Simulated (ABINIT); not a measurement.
# Sn (Fd-3m) in ABINIT: settings compared

One crystal, Sn, is run at these levels: PBE, LDA-VWN, HLE16; tasks: band structure, equation of state.

Everything below comes from runs of ABINIT 10.8.3 (patched build). Logs are shortened: lines on timing, memory, paths and dates and some standing lists are left out, and cuts for length are marked. The log counts tension as positive stress, the text compression.

## 1. The crystal as given

Symmetry: Fd-3m, No. 227, cubic system. Conventional cell: a = 6.467 Å, b = 6.467 Å, c = 6.467 Å, α = 90.00°, β = 90.00°, γ = 90.00°. Sn (site symmetry -43m) is surrounded by 4 Sn at 2.80 Å.

This isn't the form of Sn at room conditions, which is tetragonal (white tin).

## 2. Band structure, PBE

Contents of run.abi:

```
# Datasets: ground state, then fixed potential
ndtset 2

# Pseudopotentials
pp_dirpath "./"
pseudos "Sn.upf"

# Structure
acell 3*1.0
rprim
     0.0000000000     6.1101323590     6.1101323590
     6.1101323590     0.0000000000     6.1101323590
     6.1101323590     6.1101323590     0.0000000000
ntypat 1
znucl 50
natom 2
typat 1 1
xcart
     4.8500142000     4.8500142000     4.8500142000
     3.2333428000     3.2333428000     3.2333428000 Angstrom

# Plane-wave basis
ecut 36.0

# Exchange and correlation
ixc 11

# Bands and occupations
occopt 3
tsmear 0.05 eV

# SCF cycle
nstep 100

# Output
iomode 3
prtwf 0
prteig 0
prtebands 0
enunit 1
prtden1 1
prtvha1 1
prtvclmb1 1
prtpot1 1
prtelf1 1

# Dataset 1
kptopt1 1
ngkpt1 7 7 7
nshiftk1 1
shiftk1 0.0 0.0 0.0
nband1 18
tolvrs1 1.0e-10

# Dataset 2: bands along G-X-W-K-G-L-U-W-L-K
iscf2 -2
getden2 1
nband2 22
nbdbuf2 2
tolwfr2 1.0e-12
kptopt2 -9
ndivsm2 5
prteig2 1
prtvol2 -3
kptbounds2
     0.0000000000     0.0000000000     0.0000000000
     0.5000000000     0.0000000000     0.5000000000
     0.5000000000     0.2500000000     0.7500000000
     0.3750000000     0.3750000000     0.7500000000
     0.0000000000     0.0000000000     0.0000000000
     0.5000000000     0.5000000000     0.5000000000
     0.6250000000     0.2500000000     0.6250000000
     0.5000000000     0.2500000000     0.7500000000
     0.5000000000     0.5000000000     0.5000000000
     0.3750000000     0.3750000000     0.7500000000
```

Potentials or basis: PseudoDojo NC SR PBE v0.4.1 standard.

Command:

```
$ abinit run.abi > log 2>&1
```

run.abo:

```text
.Version 10.8.3 of ABINIT
 DATASET    1 : space group Fd -3 m (#227); Bravais cF (face-center cubic)
================================================================================
 Values of the parameters that define the memory need for DATASET  1.
     intxc =       0    ionmov =       0      iscf =       7    lmnmax =       6
     lnmax =       6     mgfft =      48  mpssoang =       3    mqgrid =    3001
     natom =       2  nloc_mem =       1    nspden =       1   nspinor =       1
    nsppol =       1      nsym =      48    n1xccc =    2501    ntypat =       1
    occopt =       3   xclevel =       2
       mpw =        4729          nfft =      110592          nkpt =          20
================================================================================
================================================================================

 DATASET    2 : space group Fd -3 m (#227); Bravais cF (face-center cubic)
================================================================================
 Values of the parameters that define the memory need for DATASET  2.
     intxc =       0    ionmov =       0      iscf =      -2    lmnmax =       6
     lnmax =       6     mgfft =      48  mpssoang =       3    mqgrid =    3001
     natom =       2  nloc_mem =       1    nspden =       1   nspinor =       1
    nsppol =       1      nsym =      48    n1xccc =    2501    ntypat =       1
    occopt =       3   xclevel =       2
       mpw =        4748          nfft =      110592          nkpt =          87
================================================================================
================================================================================

--------------------------------------------------------------------------------
------------- Echo of variables that govern the present computation ------------
--------------------------------------------------------------------------------
 -outvars: echo values of preprocessed input variables --------
            acell      1.0000000000E+00  1.0000000000E+00  1.0000000000E+00 Bohr
              amu      1.18710000E+02
             ecut      3.60000000E+01 Hartree
           enunit           1
           getden1          0
           getden2          1
             iscf1          7
             iscf2         -2
              ixc          11
           jdtset        1    2
           kptopt1          1
           kptopt2         -9
         kptrlatt        7    0    0      0    7    0      0    0    7
          kptrlen1     6.04872243E+01
          kptrlen2     3.00000000E+01
            natom           2
            nband1         18
            nband2         22
           nbdbuf1          0
           nbdbuf2          2
           ndtset           2
           ndivsm1          0
           ndivsm2          5
            ngfft          48      48      48
             nkpt1         20
             nkpt2         87
            nstep         100
             nsym          48
           ntypat           1
           occopt           3
        prtebands           0
           prteig1          0
           prteig2          1
           prtelf1          1
           prtelf2          0
           prtpot1          1
           prtpot2          0
         prtvclmb1          1
         prtvclmb2          0
           prtvha1          1
           prtvha2          0
           prtvol1          0
           prtvol2         -3
            prtwf           0
            rprim      0.0000000000E+00  6.1101323590E+00  6.1101323590E+00
                       6.1101323590E+00  0.0000000000E+00  6.1101323590E+00
                       6.1101323590E+00  6.1101323590E+00  0.0000000000E+00
           shiftk1     0.00000000E+00  0.00000000E+00  0.00000000E+00
           shiftk2     5.00000000E-01  5.00000000E-01  5.00000000E-01
          spgroup         227
           tolvrs1     1.00000000E-10
           tolvrs2     0.00000000E+00
           tolwfr1     0.00000000E+00
           tolwfr2     1.00000000E-12
           tsmear      1.83746611E-03 Hartree
            typat      1  1
           xangst      4.8500141994E+00  4.8500141994E+00  4.8500141994E+00
                       3.2333428006E+00  3.2333428006E+00  3.2333428006E+00
            xcart      9.1651985437E+00  9.1651985437E+00  9.1651985437E+00
                       6.1101323642E+00  6.1101323642E+00  6.1101323642E+00
             xred      7.5000000043E-01  7.5000000043E-01  7.5000000043E-01
                       5.0000000043E-01  5.0000000043E-01  5.0000000043E-01
[... 193 lines left out ...]

 Real(R)+Recip(G) space primitive vectors, cartesian coordinates (Bohr,Bohr^-1):
 R(1)=  0.0000000  6.1101324  6.1101324  G(1)= -0.0818313  0.0818313  0.0818313
 R(2)=  6.1101324  0.0000000  6.1101324  G(2)=  0.0818313 -0.0818313  0.0818313
 R(3)=  6.1101324  6.1101324  0.0000000  G(3)=  0.0818313  0.0818313 -0.0818313
 Unit cell volume ucvol=  4.5622791E+02 bohr^3
 Angles (23,13,12)=  6.00000000E+01  6.00000000E+01  6.00000000E+01 degrees

 getcut: wavevector=  0.0000  0.0000  0.0000  ngfft=  48  48  48
         ecut(hartree)=     36.000   => boxcut(ratio)=   2.05664
--------------------------------------------------------------------------------

================================================================================
 Non-SCF case, kpt    1 (  0.00000  0.00000  0.00000), residuals and eigenvalues=
  2.37E-13  8.94E-13  1.36E-13  2.55E-13  1.59E-13  9.47E-13  4.46E-13  5.30E-13
  2.77E-13  6.76E-13  3.40E-13  8.67E-14  3.92E-13  6.68E-13  9.10E-13  8.37E-13
  3.60E-13  3.72E-13  2.95E-13  7.41E-13  9.47E-13  3.24E-13
 -6.4066E-01 -6.4066E-01 -6.4066E-01 -6.3845E-01 -6.3845E-01 -6.2678E-01
 -6.2678E-01 -6.2678E-01 -6.2646E-01 -6.2646E-01 -2.3350E-01  1.3828E-01
  1.6205E-01  1.6205E-01  1.6205E-01  2.3853E-01  2.3853E-01  2.3853E-01
  3.4510E-01  4.5188E-01  4.5188E-01  4.6834E-01
 Non-SCF case, kpt    2 (  0.03571  0.00000  0.03571), residuals and eigenvalues=
  6.73E-13  7.13E-13  8.91E-13  4.73E-13  2.55E-13  2.57E-13  9.52E-13  5.24E-13
  2.82E-13  8.54E-13  9.58E-13  2.17E-13  7.09E-13  4.48E-13  4.80E-13  2.35E-13
  4.22E-13  6.28E-13  6.75E-13  7.13E-13  2.79E-07  2.79E-11
 -6.4070E-01 -6.4068E-01 -6.4068E-01 -6.3841E-01 -6.3833E-01 -6.2717E-01
 -6.2674E-01 -6.2674E-01 -6.2649E-01 -6.2616E-01 -2.3289E-01  1.2621E-01
[... 668 lines left out ...]
  5.34E-13  5.97E-13  3.82E-13  5.43E-13  9.55E-13  4.43E-13  3.75E-13  2.45E-13
  3.25E-13  5.23E-13  7.10E-13  5.32E-13  1.92E-10  1.07E-07
 -6.4344E-01 -6.4259E-01 -6.3753E-01 -6.3372E-01 -6.3333E-01 -6.3280E-01
 -6.3169E-01 -6.2924E-01 -6.2389E-01 -6.2307E-01 -1.3909E-01 -9.4731E-02
  3.2105E-02  8.3881E-02  2.0179E-01  2.9968E-01  3.5868E-01  3.7004E-01
  4.0613E-01  4.5014E-01  5.5159E-01  5.7726E-01
 Non-SCF case, kpt   87 (  0.37500  0.37500  0.75000), residuals and eigenvalues=
  3.67E-13  2.26E-13  9.38E-13  5.67E-13  2.58E-13  4.19E-13  3.85E-13  2.88E-13
  5.08E-13  2.74E-13  3.98E-13  2.49E-13  1.30E-13  2.93E-13  1.79E-13  4.61E-13
  5.66E-13  4.97E-13  3.90E-13  5.54E-13  1.47E-08  1.56E-07
 -6.4342E-01 -6.4260E-01 -6.3747E-01 -6.3432E-01 -6.3300E-01 -6.3225E-01
 -6.3197E-01 -6.2928E-01 -6.2387E-01 -6.2308E-01 -1.3352E-01 -1.0060E-01
  3.3192E-02  8.0544E-02  1.9924E-01  2.8360E-01  3.7316E-01  3.8182E-01
  4.1004E-01  4.5602E-01  5.6368E-01  5.8209E-01

--- !ResultsGS
iteration_state: {dtset: 2, }
comment   : Summary of ground state results
lattice_vectors:
- [  0.0000000,   6.1101324,   6.1101324, ]
- [  6.1101324,   0.0000000,   6.1101324, ]
- [  6.1101324,   6.1101324,   0.0000000, ]
lattice_lengths: [   8.64103,    8.64103,    8.64103, ]
lattice_angles: [ 60.000,  60.000,  60.000, ] # degrees, (23, 13, 12)
lattice_volume:   4.5622791E+02
convergence: {deltae:  0.000E+00, res2:  0.000E+00, residm:  9.986E-13, diffor:  0.000E+00, }
etotal    :  -1.57612409E+02
entropy   :   0.00000000E+00
fermie    :   1.58312490E-01
cartesian_stress_tensor: null
pressure_GPa: null
xred      :
- [  7.5000E-01,   7.5000E-01,   7.5000E-01, Sn]
- [  5.0000E-01,   5.0000E-01,   5.0000E-01, Sn]
cartesian_forces: null
force_length_stats: {min: null, max: null, mean: null, }
...

 Integrated electronic density in atomic spheres:
 ------------------------------------------------
 Atom  Sphere_radius  Integrated_density
    1        2.00000         10.57318323
    2        2.00000         10.57318323
================================================================================

 ----iterations are completed or convergence reached----

 Mean square residual over all n,k,spin=   48.710E-14; max=  99.863E-14
 reduced coordinates (array xred) for    2 atoms
       0.750000000427      0.750000000427      0.750000000427
       0.500000000427      0.500000000427      0.500000000427

 cartesian coordinates (angstrom) at end:
    1      4.85001419944756     4.85001419944756     4.85001419944756
    2      3.23334280055244     3.23334280055244     3.23334280055244
 length scales=  1.000000000000  1.000000000000  1.000000000000 bohr
              =  0.529177210544  0.529177210544  0.529177210544 angstroms
 Eigenvalues (   eV  ) for nkpt=  87  k points:
 kpt#   1, nband= 22, wtk=  1.00000, kpt=  0.0000  0.0000  0.0000 (reduced coord)
 -17.43314  -17.43314  -17.43314  -17.37317  -17.37317  -17.05559  -17.05559  -17.05559
 -17.04679  -17.04679   -6.35384    3.76278    4.40965    4.40965    4.40965    6.49064
   6.49064    6.49064    9.39068   12.29616   12.29616   12.74431
 kpt#   2, nband= 22, wtk=  1.00000, kpt=  0.0357  0.0000  0.0357 (reduced coord)
 -17.43437  -17.43391  -17.43391  -17.37212  -17.36994  -17.06611  -17.05449  -17.05449
 -17.04779  -17.03867   -6.33713    3.43438    4.32312    4.32312    4.73105    6.43424
   6.59814    6.59814    9.48605   11.85043   12.31090   12.77749
 kpt#   3, nband= 22, wtk=  1.00000, kpt=  0.0714  0.0000  0.0714 (reduced coord)
 -17.43722  -17.43617  -17.43617  -17.36898  -17.36110  -17.08217  -17.05127  -17.05127
 -17.05078  -17.02981   -6.28704    2.90837    4.10528    4.10528    5.23148    6.28526
   6.87867    6.87867    9.75160   11.25095   12.35515   12.87718
 kpt#   4, nband= 22, wtk=  1.00000, kpt=  0.1071  0.0000  0.1071 (reduced coord)
 -17.44016  -17.43973  -17.43973  -17.36379  -17.34823  -17.10044  -17.05572  -17.04615
 -17.04615  -17.02340   -6.20368    2.35871    3.82483    3.82483    5.72153    6.08452
   7.26286    7.26286   10.14545   10.70194   12.42910   13.04367
 kpt#   5, nband= 22, wtk=  1.00000, kpt=  0.1429  0.0000  0.1429 (reduced coord)
[... 317 lines left out ...]
 -16.98111  -16.95950   -4.16022   -2.23706    1.09129    2.52962    5.65825    8.35741
   9.21735    9.39263   11.32283   12.30496   13.56952   15.50290
 kpt#  85, nband= 22, wtk=  1.00000, kpt=  0.4028  0.4028  0.6944 (reduced coord)
 -17.50798  -17.48461  -17.35205  -17.24684  -17.24165  -17.21933  -17.17718  -17.11947
 -16.97863  -16.95605   -3.97559   -2.39191    0.93255    2.39670    5.57585    8.51642
   9.30945    9.65927   11.15320   12.23074   14.29294   15.66694
 kpt#  86, nband= 22, wtk=  1.00000, kpt=  0.3889  0.3889  0.7222 (reduced coord)
 -17.50895  -17.48573  -17.34807  -17.24427  -17.23376  -17.21938  -17.18906  -17.12236
 -16.97703  -16.95455   -3.78473   -2.57776    0.87363    2.28253    5.49106    8.15461
   9.76031   10.06920   11.05124   12.24895   15.00946   15.70809
 kpt#  87, nband= 22, wtk=  1.00000, kpt=  0.3750  0.3750  0.7500 (reduced coord)
 -17.50825  -17.48611  -17.34640  -17.26086  -17.22494  -17.20441  -17.19670  -17.12371
 -16.97643  -16.95496   -3.63333   -2.73743    0.90319    2.19172    5.42170    7.71721
  10.15414   10.38988   11.15777   12.40880   15.33842   15.83937

== END DATASET(S) ==============================================================
================================================================================

 -outvars: echo values of variables after computation  --------
            acell      1.0000000000E+00  1.0000000000E+00  1.0000000000E+00 Bohr
           etotal1    -1.5761240862E+02
            fcart1    -0.0000000000E+00 -0.0000000000E+00 -0.0000000000E+00
                      -0.0000000000E+00 -0.0000000000E+00 -0.0000000000E+00
            rprim      0.0000000000E+00  6.1101323590E+00  6.1101323590E+00
                       6.1101323590E+00  0.0000000000E+00  6.1101323590E+00
                       6.1101323590E+00  6.1101323590E+00  0.0000000000E+00
           strten1    -1.3240221027E-04 -1.3240221027E-04 -1.3240221027E-04
                       0.0000000000E+00  0.0000000000E+00  0.0000000000E+00
           xangst      4.8500141994E+00  4.8500141994E+00  4.8500141994E+00
                       3.2333428006E+00  3.2333428006E+00  3.2333428006E+00
             xred      7.5000000043E-01  7.5000000043E-01  7.5000000043E-01
                       5.0000000043E-01  5.0000000043E-01  5.0000000043E-01
 Calculation completed.
```

Wall time 3.4 min (1 thread of Arm Neoverse V1, shared host); peak memory 0.21 GiB.

What came out:

```yaml
Free_energy: -4288.8521 eV
Pressure: 3.9 GPa
Band_gap_on_the_k_mesh: none (metal or under the smearing width)
Valence_electrons_inside_the_program's_atomic_spheres: Sn 10.57 (radii [1.0584] Å)
```

Levels at the corners of the path, in eV from the Fermi level:
```csv
point,band 11,band 12,band 13,band 14,band 15,band 16,band 17,band 18
Γ,-10.66,-0.55,0.10,0.10,0.10,2.18,2.18,2.18
X,-7.53,-7.53,-2.48,-2.48,0.83,0.83,7.83,7.83
W,-7.47,-7.47,-3.07,-3.07,3.48,3.48,4.07,4.07
K,-7.94,-7.05,-3.40,-2.12,1.11,3.41,5.85,6.08
Γ,-10.66,-0.55,0.10,0.10,0.10,2.18,2.18,2.18
L,-9.02,-6.32,-1.12,-1.12,0.03,3.25,3.25,5.71
U,-7.94,-7.05,-3.40,-2.12,1.11,3.41,5.85,6.08
W,-7.47,-7.47,-3.07,-3.07,3.48,3.48,4.07,4.07
L,-9.02,-6.32,-1.12,-1.12,0.03,3.25,3.25,5.71
K,-7.94,-7.05,-3.40,-2.12,1.11,3.41,5.85,6.08
```

Caveat: spin-orbit coupling is left out, which moves the levels of the heavy elements.

## 3. Band structure, LDA-VWN

Contents of run.abi:

```
# Datasets: ground state, then fixed potential
ndtset 2

# Pseudopotentials
pp_dirpath "./"
pseudos "Sn.LDA_PW-JTH_sp.xml"

# Structure
acell 3*1.0 Angstrom
rprim
     0.0000000000     3.2333428000     3.2333428000
     3.2333428000     0.0000000000     3.2333428000
     3.2333428000     3.2333428000     0.0000000000
ntypat 1
znucl 50
natom 2
typat 1 1
xcart
     9.1651985385     9.1651985385     9.1651985385
     6.1101323590     6.1101323590     6.1101323590

# Plane-wave basis
ecut 408.170794 eV
pawecutdg 30.0

# Exchange and correlation
ixc -1007

# Bands and occupations
occopt 3
tsmear 0.00183747

# SCF cycle
nstep 100

# Output
iomode 3
prtwf 0
prteig 0
prtebands 0
prtden1 1

# Dataset 1
kptopt1 1
ngkpt1 7 7 7
nshiftk1 1
shiftk1 0.0 0.0 0.0
nband1 8
tolvrs1 1.0e-9

# Dataset 2: bands along G-X-W-K-G-L-U-W-L-K
iscf2 -2
getden2 1
nband2 12
nbdbuf2 2
tolwfr2 1.0e-12
kptopt2 -9
ndivsm2 6
prteig2 1
kptbounds2
     0.0000000000     0.0000000000     0.0000000000
     0.5000000000     0.0000000000     0.5000000000
     0.5000000000     0.2500000000     0.7500000000
     0.3750000000     0.3750000000     0.7500000000
     0.0000000000     0.0000000000     0.0000000000
     0.5000000000     0.5000000000     0.5000000000
     0.6250000000     0.2500000000     0.6250000000
     0.5000000000     0.2500000000     0.7500000000
     0.5000000000     0.5000000000     0.5000000000
     0.3750000000     0.3750000000     0.7500000000
```

Potentials or basis: JTH PAW LDA v2.0 sp.

Command:

```
$ abinit run.abi > log 2>&1
```

Wall time 26 s (1 thread of Arm Neoverse V1, shared host); peak memory 0.11 GiB.

Results (log left out):

```yaml
Free_energy: -200.1183 eV
Pressure: 0.3 GPa
Band_gap_on_the_k_mesh: none (metal or under the smearing width)
```

Levels at the corners of the path, in eV from the Fermi level:
```csv
point,band 1,band 2,band 3,band 4,band 5,band 6,band 7,band 8
Γ,-10.63,-0.62,0.18,0.18,0.18,2.27,2.27,2.27
X,-7.53,-7.53,-2.40,-2.40,0.83,0.83,7.89,7.89
W,-7.48,-7.48,-3.00,-3.00,3.53,3.53,4.12,4.12
K,-7.94,-7.05,-3.34,-2.04,1.12,3.46,5.89,6.18
Γ,-10.63,-0.62,0.18,0.18,0.18,2.27,2.27,2.27
L,-9.02,-6.30,-1.04,-1.04,0.01,3.33,3.33,5.73
U,-7.94,-7.05,-3.34,-2.04,1.12,3.46,5.89,6.18
W,-7.48,-7.48,-3.00,-3.00,3.53,3.53,4.12,4.12
L,-9.02,-6.30,-1.04,-1.04,0.01,3.33,3.33,5.73
K,-7.94,-7.05,-3.34,-2.04,1.12,3.46,5.89,6.18
```

Caveat: spin-orbit coupling is left out, which moves the levels of the heavy elements; this set keeps more shells in the core, which shifts pressures and gaps; the atomic spheres overlap.

(Part 1 of 2 ends here.)
